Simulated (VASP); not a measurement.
# N (P4_2/mnm) in VASP: notebook

The runs below take N through single point, with LDA.

Program: VASP 6.6.1. These are calculated values, not measurements. Logs are shortened: lines on timing, memory, paths and dates and some standing lists are left out, and cuts for length are marked.

**1. Starting point**

The structure is tetragonal, space group P4_2/mnm (No. 136). Conventional cell: a = 4.084 Å, b = 4.084 Å, c = 5.346 Å, α = 90.00°, β = 90.00°, γ = 90.00°. N (site symmetry m2m) has 1 N at 1.11 Å as nearest neighbours.

**2. Single point, LDA**

INCAR

```
PREC = Accurate
ENCUT = 520
EDIFF = 1E-6
ISMEAR = 0
SIGMA = 0.01
LREAL = False
LASPH = True
NELM = 100
ALGO = Normal
ISIF = 2
LWAVE = False
LCHARG = False
NBANDS = 18
```

KPOINTS

```
Automatic mesh
0
Gamma
  3 3 2
  0.5 0.5 0.5
```

POSCAR

```
N
1.0
    4.0840619700      0.0000000000      0.0000000000
    0.0000000000      4.0840619700      0.0000000000
    0.0000000000      0.0000000000      5.3459132500
N
4
Direct
    0.9042752000      0.9042752000      0.0000000000
    0.5957248000      0.4042752000      0.5000000000
    0.0957248000      0.0957248000      0.0000000000
    0.4042752000      0.5957248000      0.5000000000
```

Potentials or basis: VASP PAW LDA potentials, release 64 (N).

Launch:

```sh
cat potpaw_LDA.64/N/POTCAR > POTCAR
mpirun -np 1 vasp_std > vasp.out
```

OUTCAR:

```text
PREC = Accurate
   ENCUT = 520
   EDIFF = 1E-6
   ISMEAR = 0
   LREAL = False
   LASPH = True
   NELM = 100
   ISIF = 2

 ion  position               nearest neighbor table
   1  0.904  0.904  0.000-   3 1.11
   2  0.596  0.404  0.500-   4 1.11
   3  0.096  0.096  0.000-   1 1.11
   4  0.404  0.596  0.500-   2 1.11

  LATTYP: Found a simple tetragonal cell.
 ALAT       =     4.0840619700
 C/A-ratio  =     1.3089696702

  Lattice vectors:

 A1 = (   4.0840619700,   0.0000000000,   0.0000000000)
 A2 = (   0.0000000000,   4.0840619700,   0.0000000000)
 A3 = (   0.0000000000,   0.0000000000,   5.3459132500)

Analysis of symmetry for initial positions (statically):
=====================================================================
 Subroutine PRICEL returns:
 Original cell was already a primitive cell.

 Routine SETGRP: Setting up the symmetry group for a
 simple tetragonal supercell.

 Subroutine GETGRP returns: Found 16 space group operations
 (whereof  8 operations were pure point group operations)
 out of a pool of 16 trial point group operations.

The static configuration has the point symmetry D_2h.
 The point group associated with its full space group is D_4h.

Analysis of symmetry for dynamics (positions and initial velocities):
=====================================================================
 Subroutine PRICEL returns:
 Original cell was already a primitive cell.

 Routine SETGRP: Setting up the symmetry group for a
 simple tetragonal supercell.

 Subroutine GETGRP returns: Found 16 space group operations
 (whereof  8 operations were pure point group operations)
 out of a pool of 16 trial point group operations.

The dynamic configuration has the point symmetry D_2h.
 The point group associated with its full space group is D_4h.

 Subroutine INISYM returns: Found 16 space group operations
 (whereof  8 operations are pure point group operations),
 and found     1 'primitive' translations

----------------------------------------------------------------------------------------

                                     Primitive cell

  volume of cell :      89.1675

  direct lattice vectors                    reciprocal lattice vectors
     4.084061970  0.000000000  0.000000000     0.244854267  0.000000000  0.000000000
     0.000000000  4.084061970  0.000000000     0.000000000  0.244854267  0.000000000
     0.000000000  0.000000000  5.345913250     0.000000000  0.000000000  0.187058778

  length of vectors
     4.084061970  4.084061970  5.345913250     0.244854267  0.244854267  0.187058778

  position of ions in fractional coordinates (direct lattice)
     0.904275200  0.904275200  0.000000000
     0.595724800  0.404275200  0.500000000
     0.095724800  0.095724800  0.000000000
     0.404275200  0.595724800  0.500000000

  ion indices of the primitive-cell ions
   primitive index   ion index
                 1           1
                 2           2
                 3           3
                 4           4

----------------------------------------------------------------------------------------

 KPOINTS: Automatic mesh

Automatic generation of k-mesh.
 Grid dimensions read from file:
 generate k-points for:    3    3    2

 Generating k-lattice:

  Cartesian coordinates                     Fractional coordinates (reciprocal lattice)
     0.081618089  0.000000000  0.000000000     0.333333333  0.000000000  0.000000000
     0.000000000  0.081618089  0.000000000     0.000000000  0.333333333  0.000000000
     0.000000000  0.000000000  0.093529389     0.000000000  0.000000000  0.500000000

  Length of vectors
     0.081618089  0.081618089  0.093529389

  Shift w.r.t. Gamma in fractional coordinates (k-lattice)
     0.500000000  0.500000000  0.500000000

 Subroutine IBZKPT returns following result:
 ===========================================

 Found      3 irreducible k-points:

 Following reciprocal coordinates:
            Coordinates               Weight
  0.166667  0.166667  0.250000      8.000000
  0.500000  0.166667  0.250000      8.000000
  0.500000  0.500000  0.250000      2.000000
   k-points           NKPTS =      3   k-points in BZ     NKDIM =      3   number of bands    NBANDS=     18
   number of dos      NEDOS =    301   number of ions     NIONS =      4
   total plane-waves  NPLWV =  36000
   dimension x,y,z NGX =    30 NGY =   30 NGZ =   40
   dimension x,y,z NGXF=    60 NGYF=   60 NGZF=   80
   ions per type =               4
   NGX,Y,Z   is equivalent  to a cutoff of  12.21, 12.21, 12.44 a.u.
   NGXF,Y,Z  is equivalent  to a cutoff of  24.42, 24.42, 24.88 a.u.
 SYSTEM =  unknown system
   PREC   = accura    normal or accurate (medium, high low for compatibility)
   ISTART =      0    job   : 0-new  1-cont  2-samecut
   ICHARG =      2    charge: 1-file 2-atom 10-const
   ISPIN  =      1    spin polarized calculation?
   LNONCOLLINEAR =      F non collinear calculations
   LSORBIT =      F    spin-orbit coupling
   LASPH  =      T    aspherical Exc in radial PAW
   ENCUT  =  520.0 eV  38.22 Ry    6.18 a.u.   7.59  7.59  9.94*2*pi/ulx,y,z
   NELM   =    100;   NELMIN=  2; NELMDL= -5     # of ELM steps
   EDIFF  = 0.1E-05   stopping-criterion for ELM
   LREAL  =      F    real-space projection
   EDIFFG = 0.1E-04   stopping-criterion for IOM
   NSW    =      0    number of steps for IOM
   IBRION =     -1    ionic relax: 0-MD 1-quasi-New 2-CG
   NFREE  =      0    steps in history (QN), initial steepest desc. (CG)
   ISIF   =      2    stress and relaxation
   ISYM   =      2    0-nonsym 1-usesym 2-fastsym
   POTIM  = 0.5000    time-step for ionic-motion
   TEBEG  =    0.0;   TEEND  =   0.0 temperature during run
   PSTRESS=    0.0 pullay stress
   NELECT =      20.0000    total number of electrons
   NUPDOWN=      -1.0000    fix difference up-down
   EMIN   =  10.00;   EMAX   =-10.00  energy-range for DOS
   EFERMI =   0.00;   METHOD = LEGACY
   ISMEAR =     0;   SIGMA  =   0.01  broadening in eV -4-tet -1-fermi 0-gaus
   EFERMI_NEDOS =   21; number of points for ismear=-14 and -15
   IALGO  =     38    algorithm
   IMIX   =      4    mixing-type and parameters
     AMIX     =   0.40;   BMIX     =  1.00
     AMIX_MAG =   1.60;   BMIX_MAG =  1.00
  volume/ion in A,a.u.               =      22.29       150.43
  Fermi-wavevector in a.u.,A,eV,Ry     =   0.994678  1.879669 13.461399  0.989385
  Thomas-Fermi vector in A             =   2.126646
   LORBIT       =      0    0 simple, 1 ext, 2 COOP (PROOUT), +10 PAW based schemes
   GGA     = CA    functional components
   LHFCALC =     F    Hartree Fock is set to
   AEXX    =    0.0000 exact exchange contribution
   IVDW    =     0    specifies the selected vdW correction
   LEPSILON=     F    determine dielectric tensor
   LRPA    =     F    only Hartree local field effects (RPA)
 non-spin polarized calculation
 Gauss-broadening in eV      SIGMA  =   0.01
  energy-cutoff  :      520.00
  volume of cell :       89.17
 maximum number of plane-waves:      2408
   NGX = 15   NGY = 15   NGZ = 19

 number of electron      20.0000002 magnetization

 Free energy of the ion-electron system (eV)
  ---------------------------------------------------
  ext. energy  EPLUGINS =         0.00000000
  ---------------------------------------------------
  free energy    TOTEN  =       -35.19012556 eV

  energy without entropy =      -35.19012556  energy(sigma->0) =      -35.19012556

 E-fermi :  -6.4878     XC(G=0):  -7.0349

 val. band max:       -6.6099752521   @ k =   0.5000   0.5000   0.2500
 cond. band min:       0.5776326914   @ k =   0.1667   0.1667   0.2500
 fundamental gap:      7.1876079436
 Fermi energy:        -6.4877618738

 k-point     1 :       0.1667    0.1667    0.2500
  band No.  band energies     occupation
      1     -24.8332      2.00000
      2     -24.7984      2.00000
      3      -9.9114      2.00000
      4      -9.8653      2.00000
      5      -8.6291      2.00000
      6      -8.3843      2.00000
      7      -8.2451      2.00000
      8      -8.1105      2.00000
      9      -7.1486      2.00000
     10      -6.7860      2.00000
     11       0.5776      0.00000
     12       1.0446      0.00000
     13       1.2436      0.00000
     14       1.3827      0.00000
     15       4.5369      0.00000
     16       5.9661      0.00000
     17       7.6533      0.00000
     18       9.5269      0.00000

 k-point     2 :       0.5000    0.1667    0.2500
  band No.  band energies     occupation
      1     -24.8065      2.00000
      2     -24.8065      2.00000
      3     -10.0737      2.00000
      4     -10.0737      2.00000
      5      -8.4808      2.00000
      6      -8.4808      2.00000
      7      -8.2398      2.00000
      8      -8.2398      2.00000
      9      -6.7872      2.00000
     10      -6.7872      2.00000
     11       0.9683      0.00000
     12       0.9683      0.00000
     13       1.4813      0.00000
     14       1.4813      0.00000
     15       5.3590      0.00000
     16       5.3590      0.00000
     17       8.0884      0.00000
     18       8.0884      0.00000

 k-point     3 :       0.5000    0.5000    0.2500
  band No.  band energies     occupation
      1     -24.7973      2.00000
      2     -24.7973      2.00000
      3     -10.1801      2.00000
      4     -10.1801      2.00000
      5      -8.5246      2.00000
      6      -8.5246      2.00000
      7      -8.3171      2.00000
      8      -8.3171      2.00000
      9      -6.6100      2.00000
     10      -6.6100      2.00000
     11       0.9464      0.00000
     12       0.9464      0.00000
     13       1.9593      0.00000
     14       1.9593      0.00000
     15       5.5873      0.00000
     16       5.5873      0.00000
     17       7.2335      0.00000
     18       7.2335      0.00000

------------------------ aborting loop because EDIFF is reached ----------------------------------------

  FORCE on cell =-STRESS in cart. coord.  units (eV):
  Direction    XX          YY          ZZ          XY          YZ          ZX
  --------------------------------------------------------------------------------------
  -------------------------------------------------------------------------------------
  Total       -0.8124329     -0.8124329     -0.4010171     -0.0000000      0.0000000      0.0000000
  in kB      -14.5979392    -14.5979392     -7.2055464     -0.0000000      0.0000000      0.0000000
  external PRESSURE =     -12.1338082 kB  Pullay stress =       0.0000000 kB

 VOLUME and BASIS-vectors are now :
 -----------------------------------------------------------------------------
  energy-cutoff  :      520.00
  volume of cell :       89.17
      direct lattice vectors                 reciprocal lattice vectors
     4.084061970  0.000000000  0.000000000     0.244854267  0.000000000  0.000000000
     0.000000000  4.084061970  0.000000000     0.000000000  0.244854267  0.000000000
     0.000000000  0.000000000  5.345913250     0.000000000  0.000000000  0.187058778

 POSITION                                       TOTAL-FORCE (eV/Angst)
 -----------------------------------------------------------------------------------
      3.69312      3.69312      0.00000         0.259626      0.259626     -0.000000
      2.43298      1.65108      2.67296        -0.259626      0.259626      0.000000
      0.39095      0.39095      0.00000        -0.259626     -0.259626      0.000000
      1.65108      2.43298      2.67296         0.259626     -0.259626      0.000000
 -----------------------------------------------------------------------------------
    total drift:                               -0.000000     -0.000000      0.000000

  FREE ENERGIE OF THE ION-ELECTRON SYSTEM (eV)
  ---------------------------------------------------
  free  energy   TOTEN  =       -35.1901255575 eV

  energy  without entropy=      -35.1901255575  energy(sigma->0) =      -35.19012556
```

It took 7.7 s on 1 thread of Intel Xeon Platinum 8259CL at 2.50GHz (Skylake/Cascade Lake), shared host; peak memory 0.14 GiB.

What came out:

- Free energy: -35.1901 eV
- Pressure: -1.2 GPa
- Largest force: 0.367 eV/Å
- Band gap on the k mesh: 7.19 eV, indirect (least direct gap 7.36 eV)

Forces in eV/Å, atoms in the order of the input:
```
N    0.260  0.260  0.000
N   -0.260  0.260  0.000
N   -0.260 -0.260  0.000
N    0.260 -0.260  0.000
```

Levels at points of the mesh, in eV from the valence-band top:
| k point | band 6 | band 7 | band 8 | band 9 | band 10 | band 11 | band 12 | band 13 | band 14 | band 15 |
| --- | --- | --- | --- | --- | --- | --- | --- | --- | --- | --- |
| (0.17, 0.17, 0.25) | -1.77 | -1.64 | -1.50 | -0.54 | -0.18 | 7.19 | 7.65 | 7.85 | 7.99 | 11.15 |

Caveat: the k mesh is coarse (spacing up to 0.59 Å⁻¹), so the values aren't converged; the standard files for N, O and F lose accuracy on very short bonds.

(Continued in part 2 of 2.)
